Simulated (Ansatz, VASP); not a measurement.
Ru in VASP and in Ansatz

INCAR

```
  ALGO = Normal
  EDIFF = 1E-7
  ENCUT = 520
  GGA = PE
  ISIF = 2
  ISMEAR = -1
  LASPH = True
  LCHARG = True
  LELF = True
  LREAL = False
  LVHAR = True
  LWAVE = False
  NBANDS = 13
  NELM = 100
  PREC = Accurate
  SIGMA = 0.1
```

The input KPOINTS:

```
k-points
0
Gamma
  15 15 15
```

File POSCAR:

```
Ru
1.0
    2.2305199075      0.0000000000      0.0000000000
    0.0000000000      2.2305199075      0.0000000000
    0.0000000000      0.0000000000      2.2305199075
Ru
1
Direct
    0.0000000000      0.0000000000      0.0000000000
```

Input for Ansatz:

```yaml
crystal:
  lattice:
    - [2.2305199075, 0.0, 0.0]
    - [0.0, 2.2305199075, 0.0]
    - [0.0, 0.0, 2.2305199075]
  atoms:
    - { symbol: Ru, position: [0.0, 0.0, 0.0] }
kpoints:
  mp_grid: { grid: [15, 15, 15] }
scf:
  occupations: { method: fermi_dirac, width: 0.1 }
hamiltonian:
  xc: pbe
  pseudopotentials: { kind: all_electron, lapw: { basis_error: 0.001 } }
output:
  forces: true
  stress: true
  eigenvalues: true
  populations: true
```

Change from the starting cell: volume scaled by 0.7, LAPW.

Alike in both runs: task single point; functional PBE; k mesh 15 × 15 × 15; occupations fermi-dirac, width 0.1 eV; no spin polarisation.

|  | VASP | Ansatz |
| --- | --- | --- |
| version | VASP 6.6.1 | Ansatz 0.2.0 |
| potentials or method | VASP PAW PBE potentials, release 64 (Ru_pv) | all-electron LAPW, scalar-relativistic |
| plane-wave cutoff (eV) | 520 | see its input |

Ansatz gave:

| Property | Result |
| --- | --- |
| pressure (GPa) | 179.1 |

Question: What did VASP give for the same quantities?

Answer: Pressure (GPa): 181.8.

Ansatz ran all-electron here, so the differences hold the error of VASP's frozen core and of both bases.

Caveats: the cell as given lies far from equilibrium; so large a pressure means that the cell lies far from this level's equilibrium, or that cutoff or potentials fall short (VASP).
